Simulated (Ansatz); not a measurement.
Wanted: the native input for an Ansatz 0.2.0 run.

| Quantity | Value |
| --- | --- |
| Task | band structure |
| Functional | BLYP |
| Potentials or basis | all-electron LAPW, scalar-relativistic |
| Cutoff | 316 eV (chosen from the basis error) |
| Basis error allowed | 0.001 eV/atom |
| k mesh | 10 × 10 × 10 |
| Occupations | fermi-dirac, width 0.05 eV |
| Spin | no spin polarisation |

Crystal: BAs.

```
CELL_PARAMETERS angstrom
0.00000 2.38850 2.38850
2.38850 0.00000 2.38850
2.38850 2.38850 0.00000
ATOMIC_POSITIONS crystal
As 0.75000 0.75000 0.75000
B 0.00000 0.00000 0.00000
```

The input as run:

input.yaml

```yaml
crystal:
  lattice:
    - [0.0, 2.3885, 2.3885]
    - [2.3885, 0.0, 2.3885]
    - [2.3885, 2.3885, 0.0]
  atoms:
    - { symbol: As, position: [0.75, 0.75, 0.75] }
    - { symbol: B, position: [0.0, 0.0, 0.0] }
kpoints:
  mp_grid: { grid: [10, 10, 10] }
  band_path:
    path:
      - [0.0, 0.0, 0.0]
      - [0.5, 0.0, 0.5]
      - [0.5, 0.25, 0.75]
      - [0.375, 0.375, 0.75]
      - [0.0, 0.0, 0.0]
      - [0.5, 0.5, 0.5]
      - [0.625, 0.25, 0.625]
      - [0.5, 0.25, 0.75]
    npoints: 8
scf:
  occupations: { method: fermi_dirac, width: 0.05 }
hamiltonian:
  xc: blyp
  pseudopotentials: { kind: all_electron, lapw: { basis_error: 0.001 } }
output:
  forces: true
  stress: true
  eigenvalues: true
```

Potentials or basis: all-electron LAPW, scalar-relativistic.

Run with:

```sh
$ ansatz run input.yaml --threads 1 --pin off --max-ram 3072MiB --backend cpu --events-out ev --progress --plain --runs-dir out
```

It gave:

```
Pressure                : 7.9 GPa
Band gap on the k mesh  : 1.41 eV, indirect (least direct gap 3.37 eV)
Band gap along the path : 1.42 eV, indirect (least direct gap 3.37 eV)
```

It took 36 s on 1 thread of Intel(R) Xeon(R) Processor @ 2.50GHz (Skylake/Cascade Lake) (shared host), peak memory 0.29 GiB.
